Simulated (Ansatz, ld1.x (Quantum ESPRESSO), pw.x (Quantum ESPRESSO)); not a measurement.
# La: one change to the TM potential, in the atom and in the sc crystal

La (Z = 57), norm-conserving Troullier–Martins (Kleinman–Bylander form), made with ld1.x (Quantum ESPRESSO) 7.5 (PBE, scalar-relativistic). Core [Xe], reference 4f0 5d1 6s1 6p1. Waves: 6s (bound): rc 3.40 bohr; 5d (bound): rc 3.05 bohr; 4f (bound, empty): rc 1.85 bohr; 6p (bound): rc 4.10 bohr. Local part: the p channel. Core correction: none.

Change: wave 6s (bound): rc 3.40 bohr becomes 6s (bound): rc 2.38 bohr.

Cutoffs, loose and tight: the cutoffs (Ry, on a coarse ladder) from which the occupation-weighted sum of valence levels, in a spherical-Bessel basis at the reference potential, stays within 10 and 1 mRy of its value at 400 Ry. They do not see the model core or the augmentation charge, which bear on the density cutoff. Test errors are all-electron minus pseudo excitation energies from the reference, over the configurations 4f0 5d1 6s2 6p0; 4f0 5d1 6s1 6p0; 4f0 5d1 6s0 6p0; 4f0 5d0 6s2 6p1; 4f0 5d1 6s0 6p2; 4f0 5d2 6s1 6p0; 4f0 5d2 6s0 6p0; variants that change the core or the reference have their own tests.

Crystal test: sc La in pw.x 7.5, no spin, 10³ k-points, Fermi–Dirac smearing 0.01 Ry, cutoffs set for each file from its atomic test. The reference is all-electron LAPW (Ansatz 0.2.0) with the same functional, mesh and smearing; V0 and B0 come from Birch–Murnaghan fits to the pressures at five volumes. Errors are pseudo minus all-electron; Δ is the rms difference of the E(V) curves that follow from these fits, minima aligned, over ±6 % about the mean V0. Mesh and smearing are coarse, so the numbers serve the comparison and aren't converged zero-temperature values; the lattice is a test structure that the element need not adopt.

All-electron: a0 = 3.331 Å (V0 = 36.94 Å³/atom), B0 = 22.3 GPa.

Q: Does the change bring the crystal closer to the all-electron result?

A: The mean pressure error goes from +9.54 to +8.56 GPa, so the change moves the solid closer to the all-electron pressures. Neither pressure curve crosses zero within the volumes sampled, so no fits are given.

```
                       quantity       base    changed
                 outcome (atom)  generated  generated
           cutoff, loose (atom)      10 Ry      40 Ry
           cutoff, tight (atom)      15 Ry      45 Ry
            bound ghosts (atom)       none       none
largest test error (meV) (atom)       +166       +491
           cutoffs in pw.x (Ry)     35/140     55/220
      mean pressure error (GPa)      +9.54      +8.56
```

Base: The largest radius (4.10 bohr) exceeds half the bond length (3.15 bohr), so the spheres overlap, which is one possible source of error among others. This is a poor potential for the solid. The logarithmic derivative shows an extra or strongly shifted pseudo pole above the reference energy (s near 0.95 Ry). The cutoffs count occupied waves only; the empty 4f level needs 100 Ry at the loose tolerance. Changed file: The largest radius (4.10 bohr) exceeds half the bond length (3.15 bohr), so the spheres overlap, which is one possible source of error among others. This is a poor potential for the solid. The logarithmic derivative shows an extra or strongly shifted pseudo pole above the reference energy (s near 0.46 Ry). The cutoffs count occupied waves only; the empty 4f level needs 100 Ry at the loose tolerance. The atomic cutoffs weigh occupied waves only.
